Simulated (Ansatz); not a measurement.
**AgCl: strain and displacement**

```xyz
2
Lattice="0.0000 2.7731 2.7731 2.7731 0.0000 2.7731 2.7731 2.7731 0.0000" Properties=species:S:1:pos:R:3 pbc="T T T"
Ag    2.7731    2.7731    2.7731
Cl    0.0000    0.0000    0.0000
```

Atom numbers follow the list: Ag1, Cl2.

The cell comes from COD entry 9011666, which wasn't checked; take it as a given geometry.

Computed with Ansatz 0.2.0, DFT, LDA, all-electron PAW with datasets made for the crystal, scalar-relativistic.

Settings: a Γ-centred 8×8×8 k mesh, Fermi–Dirac smearing of 0.02 eV, cutoff 260 eV (chosen by the program for this cell), no spin polarisation.

The unchanged cell is at -5.56 GPa.

Semilocal functionals give too small gaps.

x, y and z are the Cartesian axes of the cell as listed; fractional coordinates follow a strain, and an engineering shear is twice the off-diagonal strain component.

Vzz stands for the principal value of largest size of the field-gradient tensor, whatever its axis.

Spin–orbit coupling is left out, which moves gradients at and beside heavy atoms by some per cent and at worst by a factor of two.

(1) One change gave: energy change under 1 meV/atom; stress change (xx, yy, zz, yz, xz, xy) -0.01, -0.01, -0.01, -0.17, -0.17, -0.17 GPa, compression positive; Vzz in 10²¹ V/m²: Ag1 0 → -0.42 (η = 0.00), Cl2 0 → 0.94 (η = 0.00); gap on the k mesh 0.62 → 0.59 eV. Which change was it?
A. equal xy, yz and zx engineering shear strains of +2 %
B. equal xy, yz and zx engineering shear strains of +1 %
C. equal xy, yz and zx engineering shear strains of -3 %
D. equal xy, yz and zx engineering shear strains of -2 %
E. equal xy, yz and zx engineering shear strains of -1 %
F. equal xy, yz and zx engineering shear strains of +3 %

## Answers

(1) A. For equal xy, yz and zx engineering shear strains of -3 %: energy change under 1 meV/atom; stress change (xx, yy, zz, yz, xz, xy) -0.02, -0.02, -0.02, 0.25, 0.25, 0.25 GPa, compression positive; Vzz in 10²¹ V/m²: Ag1 0 → 0.64 (η = 0.00), Cl2 0 → -1.36 (η = 0.00); gap on the k mesh 0.62 → 0.58 eV. For equal xy, yz and zx engineering shear strains of -1 %: energy change under 1 meV/atom; stress change (xx, yy, zz, yz, xz, xy) 0.00, 0.00, 0.00, 0.08, 0.08, 0.08 GPa, compression positive; Vzz in 10²¹ V/m²: Ag1 0 → 0.21 (η = 0.00), Cl2 0 → -0.46 (η = 0.00); gap on the k mesh 0.62 → 0.60 eV. For equal xy, yz and zx engineering shear strains of -2 %: energy change under 1 meV/atom; stress change (xx, yy, zz, yz, xz, xy) -0.01, -0.01, -0.01, 0.16, 0.16, 0.16 GPa, compression positive; Vzz in 10²¹ V/m²: Ag1 0 → 0.43 (η = 0.00), Cl2 0 → -0.91 (η = 0.00); gap on the k mesh 0.62 → 0.59 eV. For equal xy, yz and zx engineering shear strains of +1 %: energy change under 1 meV/atom; stress change (xx, yy, zz, yz, xz, xy) 0.00, 0.00, 0.00, -0.08, -0.08, -0.08 GPa, compression positive; Vzz in 10²¹ V/m²: Ag1 0 → -0.21 (η = 0.00), Cl2 0 → 0.47 (η = 0.00); gap on the k mesh 0.62 → 0.60 eV. For equal xy, yz and zx engineering shear strains of +3 %: energy change +1 meV/atom; stress change (xx, yy, zz, yz, xz, xy) -0.02, -0.02, -0.02, -0.26, -0.26, -0.26 GPa, compression positive; Vzz in 10²¹ V/m²: Ag1 0 → -0.63 (η = 0.00), Cl2 0 → 1.42 (η = 0.00); gap on the k mesh 0.62 → 0.57 eV.
